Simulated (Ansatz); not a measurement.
# Si: the cost of one run

Program: Ansatz 0.2.0. Level of theory: DFT PBEsol, scalar-relativistic, plane waves, PAW. These are calculated values, not measurements.

74 further runs of the same task are left out: 74 set aside as unsound or not needed.

## (1) The structure to begin with

Symmetry: Ia-3, No. 206, cubic system. Conventional cell: a = 6.600 Å, b = 6.600 Å, c = 6.600 Å, α = 90.00°, β = 90.00°, γ = 90.00°. Si (site symmetry 3) has 4 Si at 2.34 to 2.37 Å as nearest neighbours.

Coordinates:

```cif
data_structure
_symmetry_space_group_name_H-M 'Ia-3'
_symmetry_Int_Tables_number 206
_cell_length_a 6.5996
_cell_length_b 6.5996
_cell_length_c 6.5996
_cell_angle_alpha 90.000
_cell_angle_beta 90.000
_cell_angle_gamma 90.000
_cell_volume 287.44
loop_
_atom_site_label
_atom_site_type_symbol
_atom_site_symmetry_multiplicity
_atom_site_Wyckoff_symbol
_atom_site_fract_x
_atom_site_fract_y
_atom_site_fract_z
_atom_site_occupancy
Si1 Si 16 c 0.10240 0.10240 0.10240 1
```

It is the result of an earlier relaxation at this level (volume 17.96 Å³/atom; gap on the mesh: none (metal)).

## (2) The scan

The energy is mapped over volume and the cell's shape.

- volume per atom: 11 values from 16.528 to 19.402 Å³
- c/a of the conventional cell: 11 values from 0.886 to 1.128

Nothing else is relaxed (fractional coordinates fixed). Energies count from the relaxed crystal. Points are written as (first, second).

## (3) Grid point (17.965 Å³, 0.886)

input.yaml reads:

```yaml
crystal:
  lattice:
    - [-3.4351210805, 3.4351210805, 3.0448913258]
    - [3.4351210805, -3.4351210805, 3.0448913258]
    - [3.4351210805, 3.4351210805, -3.0448913258]
  atoms:
    - { symbol: Si, position: [0.2047947401, 0.2047947401, 0.2047947401] }
    - { symbol: Si, position: [0.5, 0.0, 0.2952052599] }
    - { symbol: Si, position: [0.2952052599, 0.5, 0.0] }
    - { symbol: Si, position: [0.0, 0.2952052599, 0.5] }
    - { symbol: Si, position: [0.7952052599, 0.7952052599, 0.7952052599] }
    - { symbol: Si, position: [0.5, 0.0, 0.7047947401] }
    - { symbol: Si, position: [0.7047947401, 0.5, 0.0] }
    - { symbol: Si, position: [0.0, 0.7047947401, 0.5] }
basis:
  ecutwfc: 420
kpoints:
  mp_grid: { grid: [10, 10, 10] }
hamiltonian:
  xc: pbesol
  pseudopotentials: { kind: paw, azcp: { folder: soft_1 } }
scf:
  occupations: { method: gaussian, width: 0.15 }
output:
  forces: true
  stress: true
  eigenvalues: true
```

Started as:

```sh
> ansatz run input.yaml --threads 4 --pin off --max-ram 8192MiB --backend cpu --events-out ev --progress --plain --runs-dir out
```

**Question.** How long does this run take on 4 threads of AMD EPYC 9R45 (Zen 5), shared host, and how much memory does it need?

About 2.9 s, with a peak of 0.76 GiB.
